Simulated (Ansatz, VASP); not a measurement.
**Two plane-wave programs on Ti**

Contents of INCAR:

```
ALGO = Normal
DIPOL = 0.5 0.5 0.500
EDIFF = 1E-7
ENCUT = 520
GGA = PE
IDIPOL = 3
ISIF = 2
ISMEAR = -1
LASPH = True
LCHARG = False
LDIPOL = True
LREAL = False
LWAVE = False
NBANDS = 45
NELM = 60
PREC = Accurate
SIGMA = 0.05
```

File KPOINTS:

```
k-points
0
Gamma
  10 10 1
```

POSCAR

```
Ti
1.0
    2.9499978604      0.0000000000      0.0000000000
   -1.4749989302      2.5547730882      0.0000000000
    0.0000000000      0.0000000000     26.7150000000
Ti
6
Direct
    0.6666666667      0.3333333334      0.2807411567
    0.3333333333      0.6666666666      0.3684446940
    0.6666666667      0.3333333334      0.4561482313
    0.3333333333      0.6666666666      0.5438517687
    0.6666666667      0.3333333334      0.6315553060
    0.3333333333      0.6666666666      0.7192588433
```

Contents of input.yaml:

```yaml
crystal:
  lattice:
    - [2.9499978604, 0.0, 0.0]
    - [-1.4749989302, 2.5547730882, 0.0]
    - [0.0, 0.0, 26.715]
  atoms:
    - { symbol: Ti, position: [0.6666666667, 0.3333333334, 0.2807411567] }
    - { symbol: Ti, position: [0.3333333333, 0.6666666666, 0.368444694] }
    - { symbol: Ti, position: [0.6666666667, 0.3333333334, 0.4561482313] }
    - { symbol: Ti, position: [0.3333333333, 0.6666666666, 0.5438517687] }
    - { symbol: Ti, position: [0.6666666667, 0.3333333334, 0.631555306] }
    - { symbol: Ti, position: [0.3333333333, 0.6666666666, 0.7192588433] }
hamiltonian:
  xc: pbe
  pseudopotentials: { kind: paw }
kpoints:
  mp_grid: { grid: [10, 10, 1] }
scf:
  occupations: { method: fermi_dirac, width: 0.05 }
output:
  forces: true
  eigenvalues: true
  write_density: true
  write_potential: true
  elf: true
  volumetric_format: npy
efield:
  axis: 3
  dipole_correction: true
  ramp_width: 0.04
```

Alike in both runs: task single point; functional PBE; k mesh 10 × 10 × 1; occupations fermi-dirac, width 0.05 eV; no spin polarisation.

|  | VASP | Ansatz |
| --- | --- | --- |
| version | VASP 6.6.1 | Ansatz 0.2.0 |
| potentials or method | VASP PAW PBE potentials, release 64 (Ti_sv) | Ansatz PAW |
| plane-wave cutoff (eV) | 520 | 420 |
| valence electrons in the cell | 72 | 72 |

VASP gave:

| Property | Result |
| --- | --- |
| gap on the k mesh at the Fermi level (eV) | none |
| rms of the force components (eV/Å) | 0.288 |
| work function, face that differs most (eV) | 4.29 |

Which values does Ansatz return?

gap on the k mesh at the Fermi level (eV): none; rms of the force components (eV/Å): 0.285; work function, face that differs most (eV): 4.42.

Atom by atom the forces differ by 0.004 eV/Å (rms over components). A gap of «none» marks a metal or a gap that the smearing closes.
